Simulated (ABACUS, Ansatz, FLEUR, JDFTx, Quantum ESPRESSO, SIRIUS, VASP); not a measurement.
Ni: equilibrium volume by level of theory

It takes space group Fm-3m (No. 225, cubic). Conventional cell: a = 3.475 Å, b = 3.475 Å, c = 3.475 Å, α = 90.00°, β = 90.00°, γ = 90.00°. Around Ni (site symmetry m-3m) lie 12 Ni at 2.46 Å.

```tsv
rung	level	program and potentials	cutoff (eV)	k mesh	smearing	task	spin	equilibrium volume (Å³/atom)	miss	notes
GGA	AM05	VASP, PBE PAW files Ni, 600 eV	600	13 × 13 × 13	fermi-dirac 0.05	relaxation of cell and atoms	collinear, ferromagnetic start	10.34	-5.5 %	potentials made for PBE; 10 valence electrons an atom on average
GGA + dispersion	BLYP+D4	VASP, PBE PAW files Ni, 600 eV	600	13 × 13 × 13	fermi-dirac 0.05	relaxation of cell and atoms	collinear, ferromagnetic start	10.71	-2.1 %	potentials made for PBE; 10 valence electrons an atom on average
GGA	PBE	ABACUS, PseudoDojo NC SR 0.4.1 PBE standard, plane waves	1333	13 × 13 × 13	fermi-dirac 0.05	equation of state	collinear, ferromagnetic start	10.90	-0.4 %	-
GGA	PBE	VASP, PBE PAW files Ni, 520 eV	520	13 × 13 × 13	fermi-dirac 0.05	equation of state	collinear, ferromagnetic start	10.88	-0.5 %	-
GGA	PBE	VASP, PBE PAW files Ni_sv_GW, 680 eV	680	13 × 13 × 13	fermi-dirac 0.05	relaxation of cell and atoms	collinear, ferromagnetic start	10.79	-1.4 %	18 valence electrons an atom on average
GGA + dispersion	PBE+D3(BJ)	Quantum ESPRESSO, PseudoDojo 0.4.1 SR PBE standard	1333	13 × 13 × 13	fermi-dirac 0.05	equation of state	collinear, ferromagnetic start	10.61	-3.0 %	moment up to 0.64 μB a cell
GGA + dispersion	PBE+D3(BJ)	VASP, PBE PAW files Ni, 600 eV	600	13 × 13 × 13	fermi-dirac 0.05	relaxation of cell and atoms	collinear, ferromagnetic start	10.51	-3.9 %	10 valence electrons an atom on average
GGA + dispersion	PBE+D3(zero damping)	VASP, PBE PAW files Ni, 600 eV	600	10 × 10 × 10	fermi-dirac 0.05	relaxation of cell and atoms	collinear, ferromagnetic start	10.55	-3.6 %	10 valence electrons an atom on average
GGA + dispersion	PBE+D3(zero damping)	VASP, PBE PAW files Ni, 600 eV	600	13 × 13 × 13	fermi-dirac 0.05	relaxation of cell and atoms	collinear, ferromagnetic start	10.50	-4.0 %	10 valence electrons an atom on average
GGA + dispersion	PBE+D4	SIRIUS, all-electron FP-LAPW, apw+lo standard	-	13 × 13 × 13	fermi-dirac 0.05	equation of state	collinear, ferromagnetic start	10.54	-3.7 %	-
GGA + dispersion	PBE+TS-HI	VASP, PBE PAW files Ni, 600 eV	600	10 × 10 × 10	fermi-dirac 0.05	relaxation of cell and atoms	collinear, ferromagnetic start	10.10	-7.7 %	10 valence electrons an atom on average
GGA	PBEsol	Ansatz, all-electron LAPW, scalar-relativistic	-	13 × 13 × 13	fermi-dirac 0.05	equation of state	collinear, ferromagnetic start	10.38	-5.1 %	moment up to 0.63 μB a cell
GGA	PBEsol	FLEUR, all-electron, FLAPW	-	13 × 13 × 13	fermi-dirac 0.05	equation of state	collinear, program default start	10.38	-5.1 %	fit through 5 volumes
GGA	PBEsol	JDFTx, PseudoDojo-SR-PBEsol-0.4.1-standard	1333	13 × 13 × 13	fermi-dirac 0.05	equation of state	collinear, ferromagnetic start	10.39	-5.0 %	-
GGA + dispersion	RPBE+D4	VASP, PBE PAW files Ni, 600 eV	600	13 × 13 × 13	fermi-dirac 0.05	relaxation of cell and atoms	collinear, ferromagnetic start	10.51	-3.9 %	potentials made for PBE; 10 valence electrons an atom on average
non-local van der Waals functional	optPBE-vdW	VASP, PBE PAW files Ni, 600 eV	600	13 × 13 × 13	fermi-dirac 0.05	relaxation of cell and atoms	collinear, ferromagnetic start	10.99	+0.5 %	potentials made for PBE; 10 valence electrons an atom on average
non-local van der Waals functional	rev-vdW-DF2	VASP, PBE PAW files Ni, 600 eV	600	13 × 13 × 13	fermi-dirac 0.05	relaxation of cell and atoms	collinear, ferromagnetic start	10.64	-2.7 %	potentials made for PBE; 10 valence electrons an atom on average
meta-GGA	SCAN	VASP, PBE PAW files Ni, 600 eV	600	13 × 13 × 13	methfessel-paxton 0.1	relaxation of cell and atoms	collinear, ferromagnetic start	10.27	-6.1 %	potentials made for PBE; 10 valence electrons an atom on average
```

Smearing widths are in eV. For a metal such meshes aren't converged. Meshes differ between rows, which moves values too. Meshes are those of the run's cell of 1 atom unless a note names another. Relaxations start from the cell shown or near it and stop with a little pressure left. The cell shown, of 10.49 Å³ an atom, is the runs' start and not the measured value. Misses use the values as printed. Runs on faulty files, with rough fits or with known faults for this quantity aren't shown. No row holds spin-orbit coupling.

By rung: GGA 10.34 to 10.90; GGA + dispersion 10.10 to 10.71; non-local van der Waals functional 10.64 to 10.99; meta-GGA 10.27 (Å³/atom). Measured: 10.94 Å³/atom at 298 K (a printed reference work). Closest is PBE with ABACUS, PseudoDojo NC SR 0.4.1 PBE standard, plane waves (-0.4 %). The runs are for a static lattice, while measurements hold temperature and zero-point motion.
